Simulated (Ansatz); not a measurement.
**TaN: a line through an energy map**

One table from this session's results is given with a row withheld; the runs are named, their logs left out.

Program: Ansatz 0.2.0. Level of theory: DFT PBE, scalar-relativistic, plane waves, PAW. These are calculated values, not measurements.

1 further run of the same task is left out (it didn't finish).

**The structure to begin with**

The structure is cubic, space group Fm-3m (No. 225). The conventional cell has a = 4.416 Å, b = 4.416 Å, c = 4.416 Å, α = 90.00°, β = 90.00°, γ = 90.00°. Around Ta (site symmetry m-3m) lie 6 N at 2.21 Å. Around N (site symmetry m-3m) lie 6 Ta at 2.21 Å.

Structure file:

```
Ta N
1.0
     0.00000    2.20811    2.20811
     2.20811    0.00000    2.20811
     2.20811    2.20811    0.00000
Ta N
1 1
Direct
  0.50000 0.50000 0.50000
  0.00000 0.00000 0.00000
```

It is the result of an earlier relaxation at this level (volume 10.77 Å³/atom; gap on the mesh: none (metal)).

**The scan**

The energy is mapped over a normal mode and a strain (zone-centre modes of the cell shown) (x along [1 0 0], y along [0 1 0], z along [0 0 1] of the conventional cell).

First coordinate, amplitude of mode 4 (384 cm⁻¹), largest displacement in the unstrained cell: 7 values from −0.27 Å. Second coordinate, strain +e along z and -e/2 along x and y: 7 values from −7.00 %.

Nothing else is relaxed (the pattern is fixed in fractional coordinates). Energies count from the relaxed high-symmetry cell. Points are written as (first, second).

The modes come from a phonon run on the reference cell, made beforehand.

Displacement patterns for an amplitude of 1 (Å):

```tsv
atom	x1	y1	z1
Ta1	-0.077	0.000	0.000
N2	1.000	0.000	0.000
```

The first run:

File input.yaml:

```yaml
crystal:
  lattice:
    - [0.0, 2.2853961859, 2.0535443989]
    - [2.2853961859, 0.0, 2.0535443989]
    - [2.2853961859, 2.2853961859, 0.0]
  atoms:
    - { symbol: Ta, position: [0.498417192, 0.501582808, 0.501582808] }
    - { symbol: "N", position: [0.02044733, -0.02044733, -0.02044733] }
basis:
  ecutwfc: 520.0
kpoints:
  mp_grid: { grid: [18, 18, 18] }
hamiltonian:
  xc: pbe
  pseudopotentials: { kind: paw, azcp: { folder: soft_1 } }
scf:
  occupations: { method: gaussian, width: 0.15 }
output:
  forces: true
  stress: true
  eigenvalues: true
```

Run with:

```bash
> ansatz run input.yaml --threads 1 --pin off --max-ram 2048MiB --backend cpu --events-out ev --progress --plain --runs-dir out
```

Steps of the session up to this table: Grid point (−0.09 Å, −7.00 %); The run at (−0.09 Å, −4.67 %); Grid point (−0.09 Å, −2.33 %); The run at (−0.09 Å, 0.00 %); Point (−0.09 Å, 2.33 %); Point (−0.09 Å, 4.67 %); The run at (−0.09 Å, 7.00 %).

One of the session's tables, all rows but one given; the rest of the session is left out.

It belongs to the step «The line in numbers». 

| strain +e along z and -e/2 along x and y (%) | slope (eV per %) | pressure (GPa) | largest force on an atom (eV/Å) |
| --- | --- | --- | --- |
| −7.00 | −0.095 | 12.3 | 0.27 |
| −4.67 | ? | ? | ? |
| −2.33 | −0.026 | 2.5 | 0.61 |
| 0.00 | 0.003 | 1.5 | 0.75 |
| 2.33 | 0.027 | 2.8 | 0.91 |
| 4.67 | 0.042 | 6.3 | 1.08 |
| 7.00 | 0.054 | 11.7 | 1.27 |

Estimate the missing values for strain +e along z and -e/2 along x and y (%) = −4.67.

Worked estimate for «slope (eV per %)». A straight line through the neighbours (−7.00, −0.095) and (−2.33, −0.026) gives −0.095 + (−0.026 − −0.095) × (−4.67 − −7.00) / (−2.33 − −7.00) = -0.061; a parabola fitted to 3 rows on both sides gives -0.059.

The run gave: slope (eV per %): −0.059; pressure (GPa): 6.0; largest force on an atom (eV/Å): 0.43. In «slope (eV per %)» the line misses by -0.002 and the parabola by 0.000.

Energies count from the relaxed high-symmetry cell. Slopes come from the forces (and the stress, where the cell changes), not from differences of energies.
